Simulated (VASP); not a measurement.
ZnS (Wurtzite-2H): single point with PBEsol

**Experimental background.**

From a printed reference work, monograph, for a bulk crystal of ZnS at 4 K: band gap 3.911 eV (direct).

Crystal: ZnS (Wurtzite-2H).

```
Zn S
1.0
     3.81100    0.00000    0.00000
    -1.90550    3.30042    0.00000
     0.00000    0.00000    6.23400
Zn S
2 2
Direct
  0.66667 0.33333 0.50000
  0.33333 0.66667 0.00000
  0.66667 0.33333 0.88500
  0.33333 0.66667 0.38500
```

```json
{
  "Program": "VASP 6.6.1",
  "Task": "single point",
  "Functional": "PBEsol",
  "Potentials or basis": "VASP PAW PBE potentials, release 64 (Zn, S)",
  "Cutoff": "520 eV",
  "k mesh": "11 × 11 × 6",
  "Occupations": "fermi-dirac, width 0.05 eV",
  "Spin": "no spin polarisation",
  "Dipole correction": "no",
  "Further INCAR settings": "ALGO = Normal; EDIFF = 1e-07; NBANDS = 26"
}
```

```yaml
Pressure: -1.1 GPa
Largest_force: 0.308 eV/Å
Band_gap_on_the_k_mesh: 2.12 eV, direct
```

Forces on the atoms (eV/Å):
```
Zn   0.000  0.000  0.308
Zn   0.000  0.000  0.308
S    0.000  0.000 -0.308
S    0.000  0.000 -0.308
```

Stress tensor (GPa, compression positive):
```
-0.49  0.00  0.00
 0.00 -0.49  0.00
 0.00  0.00 -2.33
```

Levels at points of the mesh, in eV from the valence-band top:
| k point | band 15 | band 16 | band 17 | band 18 | band 19 | band 20 | band 21 | band 22 |
| --- | --- | --- | --- | --- | --- | --- | --- | --- |
| (0.00, 0.00, 0.00) | -0.87 | -0.01 | -0.01 | 0.00 | 2.12 | 2.88 | 6.21 | 6.21 |
| (0.00, 0.00, 0.50) | -0.46 | -0.46 | -0.46 | -0.46 | 3.40 | 3.40 | 6.64 | 6.64 |

Run time: 86 s on 1 thread of Intel(R) Xeon(R) Platinum 8259CL CPU @ 2.50GHz (Skylake/Cascade Lake) (shared host), peak memory 0.25 GiB.

A measured gap of ZnS is 3.911 eV (direct; 4 K; a printed reference work, monograph); the calculated 2.12 eV misses it by -1.80 eV. The value is that of PBEsol on a finite k mesh, which can miss the band edges, without temperature or zero-point motion. Semilocal functionals fall short of measured gaps as a rule.

Caveat: the PAW data sets were made with another functional, which shifts forces and pressure a little.
